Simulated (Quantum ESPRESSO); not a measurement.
## PtS2 under changes of volume

One of the cells (18.261 Å³/atom); the others are scaled copies at fixed shape and fractional positions:

```
Pt S
1.0
     3.54320    0.00000    0.00000
    -1.77160    3.06850    0.00000
     0.00000    0.00000    5.03880
Pt S
1 2
Direct
  0.00000 0.00000 0.00000
  0.66667 0.33333 0.77300
  0.33333 0.66667 0.22700
```

* Program: Quantum ESPRESSO 7.5
* Functional: r2SCAN
* Potentials or basis: SG15 PBE 1.2
* Cutoff: 952 eV
* Density cutoff: 3810 eV
* k mesh: 6 × 6 × 3
* Occupations: fermi-dirac, width 0.05 eV
* Spin: no spin polarisation

| volume (Å³/atom) | energy over the lowest point (meV/atom) | pressure (GPa) | gap on the mesh (eV) |
| --- | --- | --- | --- |
| 17.165 | 137.50 | 22.0 | 1.35 |
| 17.531 | 92.42 | 17.3 | 1.33 |
| 17.896 | 57.49 | 13.1 | 1.31 |
| 18.261 | ? | ? | ? |
| 18.626 | 14.04 | 6.0 | 1.22 |
| 18.992 | 3.73 | 2.9 | 1.17 |
| 19.357 | 0.00 | 0.2 | 1.12 |

Question: What does the run at 18.261 Å³/atom give?

Answer: Energy over the lowest point 31.68 meV/atom; pressure 9.3 GPa; gap on the mesh 1.28 eV.

Worked out: A Birch-Murnaghan fit of order 3 (a polynomial in V^(-2/3)) to the other rows has its minimum at 19.40 Å³/atom, just outside them, with B0 = V·E''(V) = 137 GPa and B' = 4.6 at fixed shape and positions, which overstates the stiffness. It gives 31.70 meV/atom at 18.261 Å³/atom, against the run's 31.68, and -dE/dV = 9.5 GPa, against 9.3. A parabola through the other rows of the gap, of slope -1.99 eV per unit of ln V there, gives 1.27 eV, against the run's 1.28.

Energies are extrapolated to zero smearing.

Caveats: some runs use coarse meshes; the potentials were made for another functional, which shifts forces and pressure; spin-orbit coupling is left out, which moves the levels of the heavy elements; an odd mesh through Γ misses points on the zone boundary, where band edges often lie.
